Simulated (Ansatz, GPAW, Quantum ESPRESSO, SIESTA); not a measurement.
As: programs and potentials compared

```
As
1.0
     1.88080    1.08588    3.51406
    -1.88080    1.08588    3.51406
     0.00000   -2.17176    3.51406
As
2
Direct
  0.22600 0.22600 0.22600
  0.77400 0.77400 0.77400
```

Alike in all runs: task band structure; functional PBEsol; k mesh 9 × 9 × 9; occupations fermi-dirac, width 0.05 eV; no spin polarisation; no spin-orbit coupling. Pressure is positive in compression and, in plane waves, holds the error of the finite cutoff, which Ansatz's Pulay term estimates and takes out.

```tsv
program and potentials	plane-wave cutoff (eV)	notes	pressure (GPa)	largest force (eV/Å)
Quantum ESPRESSO, SG15 PBE 1.2	952	potentials made for PBE; 5 valence electrons an atom on average	2.34	0.608
Quantum ESPRESSO, GBRV 1.5 PBEsol	612	5 valence electrons an atom on average	0.75	0.448
GPAW, PAW data sets generated for this functional	600	5 valence electrons an atom on average	?	?
Ansatz, all-electron LAPW, scalar-relativistic	-	-	0.28	0.368
SIESTA, files PseudoDojo sr-pbesol-0.4.1-standard, DZP (energy shift 0.003 Ry; two zetas on semicore shells)	-	atomic basis; 15 valence electrons an atom on average	2.42	0.817
Quantum ESPRESSO, PseudoDojo 0.4.1 SR PBEsol standard	1143	15 valence electrons an atom on average	0.33	0.375
Ansatz, PAW datasets made for the crystal	240	5 valence electrons an atom on average	0.28	0.368
```

**Question.** Estimate from the other rows what the run with GPAW, PAW data sets generated for this functional gave.

**Answer.** Pressure 0.50 GPa; largest force 0.425 eV/Å. The other rows, which needn't bracket it: pressure 0.28 to 2.42; largest force 0.368 to 0.817.
